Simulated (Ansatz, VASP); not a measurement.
V in VASP and in Ansatz

```
V
1.0
     1.90828    1.90828    0.00000
    -1.90828    1.90828    0.00000
     0.00000    0.00000    3.81656
V
2
Cartesian
  0.0000 0.0000 0.0000
  0.0000 1.9083 1.9083
```

Alike in both runs: task single point; functional PBE; k mesh 16 × 16 × 12; occupations gaussian, width 0.1 eV; no spin polarisation.

```csv
,VASP,Ansatz
version,VASP 6.6.1,Ansatz 0.2.0
potentials or method,"VASP PAW PBE potentials, release 64 (V_sv)","scalar-relativistic, plane waves, PAW"
plane-wave cutoff (eV),520,420
valence electrons in the cell,26,26
```

|  | VASP | Ansatz | Ansatz less VASP |
| --- | --- | --- | --- |
| gap on the k mesh at the Fermi level (eV) | none | none | - |
| pressure (GPa) | 0.3 | 0.0 | -0.26 |

A gap of «none» marks a metal or a gap that the smearing closes.

Caveats: the real-space grid breaks the cell's symmetry a little (VASP).
